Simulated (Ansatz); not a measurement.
## AgCl (Chlorargyrite) under changes of volume

One of the cells (20.458 Å³/atom); the others are scaled copies at fixed shape and fractional positions:

```
Ag Cl
1.0
     0.00000    2.73500    2.73500
     2.73500    0.00000    2.73500
     2.73500    2.73500    0.00000
Ag Cl
1 1
Direct
  0.00000 0.00000 0.00000
  0.50000 0.50000 0.50000
```

| Quantity | Value |
| --- | --- |
| Program | Ansatz 0.2.0 |
| Functional | PBEsol |
| Potentials or basis | all-electron LAPW, scalar-relativistic |
| Cutoff | 217 eV (chosen from the basis error) |
| Basis error allowed | 0.001 eV/atom |
| k mesh | 8 × 8 × 8 |
| Occupations | fermi-dirac, width 0.05 eV |
| Spin | no spin polarisation |

```tsv
volume (Å³/atom)	energy over the lowest point (meV/atom)	pressure (GPa)
19.231	9.07	3.2
19.640	2.79	1.7
20.049	0.00	0.5
20.458	?	?
20.868	3.30	-1.7
21.277	8.69	-2.5
21.686	16.17	-3.3
```

Task: What does the run at 20.458 Å³/atom give?

Result: Energy over the lowest point 0.29 meV/atom; pressure -0.7 GPa.

Worked out: A Birch-Murnaghan fit of order 3 (a polynomial in V^(-2/3)) to the other rows has its minimum at 20.21 Å³/atom with B0 = V·E''(V) = 57 GPa and B' = 5.3. It gives 0.29 meV/atom at 20.458 Å³/atom, against the run's 0.29, and -dE/dV = -0.7 GPa, against -0.7.

Energies are extrapolated to zero smearing.
